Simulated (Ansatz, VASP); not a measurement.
## Pt: VASP beside Ansatz

```
Pt
1.0
     2.80716    0.00000    0.00000
     0.00000    2.80716    0.00000
     0.00000    0.00000   17.96993
Pt
3
Direct
  0.50000 0.50000 0.38954
  0.00000 0.00000 0.49674
  0.50000 0.50000 0.60386
```

Alike in both runs: functional PBE; k mesh 10 × 10 × 1; occupations gaussian, width 0.1 eV; no spin polarisation.

Ansatz relaxed the structure, and its values are those at the end. VASP's run is a single point on that final structure, the one shown.

```csv
,VASP,Ansatz
version,VASP 6.6.1,Ansatz 0.2.0
potentials or method,"VASP PAW PBE potentials, release 64 (Pt)","scalar-relativistic, plane waves, PAW"
plane-wave cutoff (eV),520,420
valence electrons in the cell,30,54
```

VASP gave:

- gap on the k mesh at the Fermi level (eV): none
- rms of the force components (eV/Å): 0.004
- work function, face that differs most (eV): 5.69

Question: Which values does Ansatz return?

Answer: gap on the k mesh at the Fermi level (eV): none; rms of the force components (eV/Å): 0.007; work function, face that differs most (eV): 5.69.

A gap of «none» marks a metal or a gap that the smearing closes. The two sets of potentials don't hold the same shells in valence.

Spin-orbit coupling is left out, which matters for the levels of Pt.
